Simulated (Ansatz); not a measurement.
# Ga (Cmcm) in Ansatz: notebook

Runs on Ga. Level: PBEsol. Tasks: single point.

Everything below comes from runs of Ansatz 0.2.0. Logs are shortened: lines on timing, memory, paths and dates and some standing lists are left out, and cuts for length are marked.

## (1) The structure

Symmetry: Cmcm, No. 63, orthorhombic system. The conventional cell has a = 2.900 Å, b = 8.130 Å, c = 3.170 Å, α = 90.00°, β = 90.00°, γ = 90.00°. Ga (site symmetry m2m) is surrounded by 8 Ga at 2.68 to 2.90 Å.

This isn't the form of Ga at room conditions, which is orthorhombic.

## (2) Single point, PBEsol, 17.56 Å³/atom (volume scaled by 0.94)

Contents of input.yaml:

```yaml
crystal:
  lattice:
    - [1.4203998576, -3.9820175319, 0.0]
    - [1.4203998576, 3.9820175319, 0.0]
    - [0.0, 0.0, 3.1052879646]
  atoms:
    - { symbol: Ga, position: [0.133, 0.867, 0.75] }
    - { symbol: Ga, position: [0.867, 0.133, 0.25] }
kpoints:
  mp_grid: { grid: [10, 10, 8] }
scf:
  occupations: { method: fermi_dirac, width: 0.05 }
hamiltonian:
  xc: pbesol
  pseudopotentials: { kind: all_electron, lapw: { basis_error: 0.0005 } }
output:
  forces: true
  stress: true
  eigenvalues: true
```

Potentials or basis: all-electron LAPW, scalar-relativistic.

Launch:

```sh
$ ansatz run input.yaml --threads 1 --pin off --max-ram 3072MiB --backend cpu --events-out ev --progress --plain --runs-dir out
```

Log:

```text
Warning: RAYON_NUM_THREADS=1 ignored (pool sized by the plan → 1); use --threads N
LAPW: plane waves up to 8.769 Å⁻¹, error target 5.0e-4 eV per atom; small_component_spin mean_spin; Ga in spheres of 1.313 Å, 21 of its electrons in bands, Dirac shells [] (how accurate: hamiltonian.pseudopotentials.lapw.basis_error, Limitations)
Engine: ansatz 0.2.0, aarch64-unknown-linux-gnu
Pseudopotentials: kind: all_electron
Pseudopotential: Ga, LAPW, valence charge 21, lapw/all_electron/scalar/gaussian/Ga, Koelling and Harmon's equation, gaussian nucleus
Functional definition: PBEsol
  exchange = pbesol_x
  correlation = pbesol_c
Crystal: 2 atoms, lattice volume = 35.127 Å³
Basis set: ecut = 292.9610647078586 eV, 401 PW (Γ), FFT grids on a1+a2, a2, a3, exchange–correlation at level 2
Bands: 26, of which v1, the nominal top of the filled ones, is band 21 counted from 1 (20 counted from 0)
Symmetry: 8 space group operations
Space group: Cmcm (ITA 63), of the structure as read, at distance tolerance 3.3e-5 Å
k-points: 155 of 800
Non-local potential: Ga, projectors of the file, none
Initial density: superposition of atomic densities (chi_scale 0.1, normalization cell)
Initial wavefunctions: plane waves of lowest kinetic energy (no species holds an atomic orbital)
Functional: x = pbesol(κ = 0.804, μ = 0.12345679012345678), c = pbesol(β = 0.046)
iter 1 solved again at ethr=1.06e-4 eV; its pass at ethr=1.00e-1 eV (dr2=4.43e-2 eV) is discarded
SCF iter   1: F=—  HF=-105720.165366 eV  |F-HF|=—  |Δ(HF+E_count)|=         —  Δρ=1.42e-2  dr2=4.45e-2  ethr=1.06e-4  ⟨swp⟩=3.0  Hψ=26933  notcnv=0
preconditioner: auto → Kerker (q_TF=auto, 2.811 Å⁻¹)  [metal: Δε(μ)=0.014 eV  Ē_g=17.845 eV  σ=0.050 eV  W_gap=0.07  n_scr=12 (ndim 8)  ℏωp=31.9 eV  f_vac=0.000  D(μ)=0.42/eV (n_scr^D=0)]
SCF iter   2: F=—  HF=-105720.091461 eV  |F-HF|=—  |Δ(HF+E_count)|=   7.39e-2  Δρ=8.31e-3  dr2=1.88e-2  ethr=1.06e-4  ⟨swp⟩=2.0  Hψ=12090  notcnv=0
SCF iter   3: F=—  HF=-105720.076408 eV  |F-HF|=—  |Δ(HF+E_count)|=   1.51e-2  Δρ=6.26e-3  dr2=1.11e-2  ethr=4.48e-5  ⟨swp⟩=2.0  Hψ=11342  notcnv=0
SCF iter   4: F=—  HF=-105720.073957 eV  |F-HF|=—  |Δ(HF+E_count)|=   2.45e-3  Δρ=3.50e-3  dr2=3.76e-3  ethr=2.64e-5  ⟨swp⟩=2.0  Hψ=11342  notcnv=0
iter 5 solved again at ethr=5.77e-7 eV; its pass at ethr=8.95e-6 eV (dr2=2.42e-4 eV) is discarded
SCF iter   5: F=—  HF=-105720.073252 eV  |F-HF|=—  |Δ(HF+E_count)|=   7.06e-4  Δρ=8.15e-4  dr2=2.42e-4  ethr=5.77e-7  ⟨swp⟩=2.0  Hψ=19584  notcnv=0
SCF iter   6: F=—  HF=-105720.073206 eV  |F-HF|=—  |Δ(HF+E_count)|=   4.58e-5  Δρ=1.05e-4  dr2=6.22e-6  ethr=5.76e-7  ⟨swp⟩=2.0  Hψ=11342  notcnv=0
SCF iter   7: F=—  HF=-105720.073205 eV  |F-HF|=—  |Δ(HF+E_count)|=   1.21e-6  Δρ=2.04e-5  dr2=3.42e-7  ethr=1.48e-8  ⟨swp⟩=2.0  Hψ=11343  notcnv=0
SCF iter   8: F=-105720.073205 eV  HF=-105720.073205 eV  |F-HF|=7.07e-9  |Δ(HF+E_count)|=   7.36e-8  Δρ=7.51e-6  dr2=2.21e-8  ethr=8.15e-10  ⟨swp⟩=2.0  Hψ=11348  notcnv=0
SCF 1 converged in 8 iterations: F = -105720.073205 eV  dr2 = 2.21e-8
SCF converged after 8 iterations
Free energy (F): -105720.073205 eV
Harris-Foulkes:  -105720.073205 eV  (|F-HF|=7.07e-9)
Internal energy: -105720.069935 eV  (E = F + TS)
E sigma→0 (E₀):  -105720.071570 eV
Entropy (-TS):   -0.003270 eV (-1.635 meV/atom)
Fermi energy:    12.811942 eV
--- Per-component energies (eV) ---
  E_band       = -1497.365243
  E_kinetic    = 107789.033595
  E_xc         = -4038.424110
  E_electrostatic = -209470.679419  (all electrons and nuclei)
  E_smearing   = -0.003270  (= −TS)
  E_closure    = 0.000000  (closes the sum)
  E_atoms      = -105713.412254  (free atoms, spherical and without spin; not in F)
  Σ components = -105720.073205   (vs F -105720.073205, Δ=0.00e0)
  Basis errors (estimates in eV, not in F): energy 1.6e-4 per atom: plane waves 1.5e-4 (8.0e-5 summed), levels above the bands 1.8e-62, relativity 4.6e-9, radial functions 1.4e-5, core shells 8.8e-11; eigenvalues (radial functions only) 2.9e-7; not estimated: angular momenta, meshes, grids; target (lapw.basis_error) 5.0e-4; muffin-tin radii Ga 1.313 Å
--- Forces (eV/Å), atoms counted from 1 ---
  atom   1  Ga     0.00000000    -0.23431134     0.00000000
  atom   2  Ga     0.00000000     0.23431134     0.00000000
  max |Σ_I F_I| component: 2.78e-17 eV/Å
--- Stress (GPa, compression-positive) ---
       -0.873103       0.000000       0.000000
        0.000000       2.410159       0.000000
        0.000000       0.000000       3.256455
  P = ⅓ Tr σ = 1.5978 GPa (15.978 kbar)
--- Band table (eV; the first three rows and the last of 155) ---
  k-point 0: bands = ["-130.7003", "-130.6990", "-81.6128", "-81.6068", "-81.6017", "-81.6007", "-81.5951", "-81.5839", "-2.4643", "-2.4279", "-2.3488", "-2.3411", "-2.1115", "-2.0881", "-2.0578", "-2.0375", "-2.0365", "-1.8539", "1.0439", "10.3146", "11.3558", "15.7558", "19.5342", "20.9640", "21.9323", "23.7249"]
  k-point 1: bands = ["-130.7003", "-130.6991", "-81.6127", "-81.6072", "-81.6017", "-81.6007", "-81.5946", "-81.5843", "-2.4446", "-2.4299", "-2.3472", "-2.3111", "-2.1405", "-2.1331", "-2.0375", "-2.0185", "-2.0132", "-1.8837", "1.2925", "10.6092", "11.3065", "13.8126", "21.1989", "22.1478", "22.1573", "22.6475"]
  k-point 2: bands = ["-130.7001", "-130.6992", "-81.6124", "-81.6082", "-81.6015", "-81.6008", "-81.5933", "-81.5854", "-2.4602", "-2.3526", "-2.3417", "-2.2529", "-2.1868", "-2.1860", "-2.0479", "-1.9806", "-1.9796", "-1.9536", "2.0454", "9.8003", "11.4741", "12.9258", "19.7633", "19.9307", "21.8733", "22.7481"]
  k-point 154: bands = ["-130.6996", "-130.6996", "-81.6118", "-81.6118", "-81.6012", "-81.6012", "-81.5884", "-81.5884", "-2.3857", "-2.3857", "-2.2961", "-2.2961", "-2.1358", "-2.1358", "-2.0497", "-2.0497", "-2.0068", "-2.0068", "7.0878", "7.0878", "8.2371", "8.2371", "22.8372", "22.8372", "24.7679", "24.7679"]
```

It took 37 s on 1 thread of Arm Neoverse V1, shared host; peak memory 0.52 GiB.

Results:

```yaml
Free_energy: -105720.0732 eV
Pressure: 1.6 GPa
Largest_force: 0.234 eV/Å
Band_gap_on_the_k_mesh: none (metal or under the smearing width)
```

## (3) Single point, PBEsol, 17.94 Å³/atom (volume scaled by 0.96)

input.yaml, as its differences from that of step 2:

```diff
@@ -2,5 +2,5 @@
   lattice:
-    - [1.4203998576, -3.9820175319, 0.0]
-    - [1.4203998576, 3.9820175319, 0.0]
-    - [0.0, 0.0, 3.1052879646]
+    - [1.4304030031, -4.0100608329, 0.0]
+    - [1.4304030031, 4.0100608329, 0.0]
+    - [0.0, 0.0, 3.1271569103]
   atoms:
```

Potentials or basis: all-electron LAPW, scalar-relativistic.

Launch:

```sh
$ ansatz run input.yaml --threads 1 --pin off --max-ram 3072MiB --backend cpu --events-out ev --progress --plain --runs-dir out
```

Run time: 33 s. Hardware: 1 thread of Arm Neoverse V1, shared host; peak memory 0.49 GiB.

Results (log left out):

* Free energy: -105720.0774 eV
* Pressure: 0.2 GPa
* Largest force: 0.226 eV/Å
* Band gap on the k mesh: none (metal or under the smearing width)

## (4) Single point, PBEsol, 18.31 Å³/atom (volume scaled by 0.98)

input.yaml, as its differences from that of step 3:

```diff
@@ -2,5 +2,5 @@
   lattice:
-    - [1.4304030031, -4.0100608329, 0.0]
-    - [1.4304030031, 4.0100608329, 0.0]
-    - [0.0, 0.0, 3.1271569103]
+    - [1.4402681631, -4.0377172988, 0.0]
+    - [1.4402681631, 4.0377172988, 0.0]
+    - [0.0, 0.0, 3.1487241912]
   atoms:
```

Launch:

```sh
$ ansatz run input.yaml --threads 1 --pin off --max-ram 3072MiB --backend cpu --events-out ev --progress --plain --runs-dir out
```

Run time: 33 s. Hardware: 1 thread of Arm Neoverse V1, shared host; peak memory 0.49 GiB.

The run converged. Its results:

* Free energy: -105720.0755 eV
* Pressure: -1.0 GPa
* Largest force: 0.218 eV/Å
* Band gap on the k mesh: none (metal or under the smearing width)

## (5) Single point, PBEsol, 18.68 Å³/atom

input.yaml, as its differences from that of step 4:

```diff
@@ -2,5 +2,5 @@
   lattice:
-    - [1.4402681631, -4.0377172988, 0.0]
-    - [1.4402681631, 4.0377172988, 0.0]
-    - [0.0, 0.0, 3.1487241912]
+    - [1.45, -4.065, 0.0]
+    - [1.45, 4.065, 0.0]
+    - [0.0, 0.0, 3.17]
   atoms:
```

Launch:

```sh
$ ansatz run input.yaml --threads 1 --pin off --max-ram 3072MiB --backend cpu --events-out ev --progress --plain --runs-dir out
```

Wall time 32 s (1 thread of Arm Neoverse V1, shared host); peak memory 0.48 GiB.

Results (log left out):

```yaml
Free_energy: -105720.0683 eV
Pressure: -2.1 GPa
Largest_force: 0.210 eV/Å
Band_gap_on_the_k_mesh: none (metal or under the smearing width)
```

## (6) Single point, PBEsol, 19.06 Å³/atom (volume scaled by 1.02)

input.yaml, as its differences from that of step 5:

```diff
@@ -2,5 +2,5 @@
   lattice:
-    - [1.45, -4.065, 0.0]
-    - [1.45, 4.065, 0.0]
-    - [0.0, 0.0, 3.17]
+    - [1.4596029289, -4.0919213144, 0.0]
+    - [1.4596029289, 4.0919213144, 0.0]
+    - [0.0, 0.0, 3.1909939893]
   atoms:
```

Potentials or basis: all-electron LAPW, scalar-relativistic.

Launch:

```sh
$ ansatz run input.yaml --threads 1 --pin off --max-ram 3072MiB --backend cpu --events-out ev --progress --plain --runs-dir out
```

Run time: 35 s. Hardware: 1 thread of Arm Neoverse V1, shared host; peak memory 0.49 GiB.

The run converged. Its results:

* Free energy: -105720.0563 eV
* Pressure: -3.0 GPa
* Largest force: 0.203 eV/Å
* Band gap on the k mesh: none (metal or under the smearing width)

## (7) Single point, PBEsol, 19.43 Å³/atom (volume scaled by 1.04)

input.yaml, as its differences from that of step 6:

```diff
@@ -2,5 +2,5 @@
   lattice:
-    - [1.4596029289, -4.0919213144, 0.0]
-    - [1.4596029289, 4.0919213144, 0.0]
-    - [0.0, 0.0, 3.1909939893]
+    - [1.4690811355, -4.1184929765, 0.0]
+    - [1.4690811355, 4.1184929765, 0.0]
+    - [0.0, 0.0, 3.2117153101]
   atoms:
```

Launch:

```sh
$ ansatz run input.yaml --threads 1 --pin off --max-ram 3072MiB --backend cpu --events-out ev --progress --plain --runs-dir out
```

Wall time 35 s (1 thread of Arm Neoverse V1, shared host); peak memory 0.5 GiB.

Results (log left out):

```
Free energy            : -105720.0401 eV
Pressure               : -3.9 GPa
Largest force          : 0.195 eV/Å
Band gap on the k mesh : none (metal or under the smearing width)
```

## (8) Single point, PBEsol, 19.81 Å³/atom (volume scaled by 1.06)

input.yaml, as its differences from that of step 7:

```diff
@@ -2,5 +2,5 @@
   lattice:
-    - [1.4690811355, -4.1184929765, 0.0]
-    - [1.4690811355, 4.1184929765, 0.0]
-    - [0.0, 0.0, 3.2117153101]
+    - [1.4784385925, -4.1447261231, 0.0]
+    - [1.4784385925, 4.1447261231, 0.0]
+    - [0.0, 0.0, 3.2321726471]
   atoms:
```

Launch:

```sh
$ ansatz run input.yaml --threads 1 --pin off --max-ram 3072MiB --backend cpu --events-out ev --progress --plain --runs-dir out
```

Run time: 34 s. Hardware: 1 thread of Arm Neoverse V1, shared host; peak memory 0.48 GiB.

The run converged. Its results:

| Item | Value |
| --- | --- |
| Free energy | -105720.0203 eV |
| Pressure | -4.6 GPa |
| Largest force | 0.186 eV/Å |
| Band gap on the k mesh | none (metal or under the smearing width) |
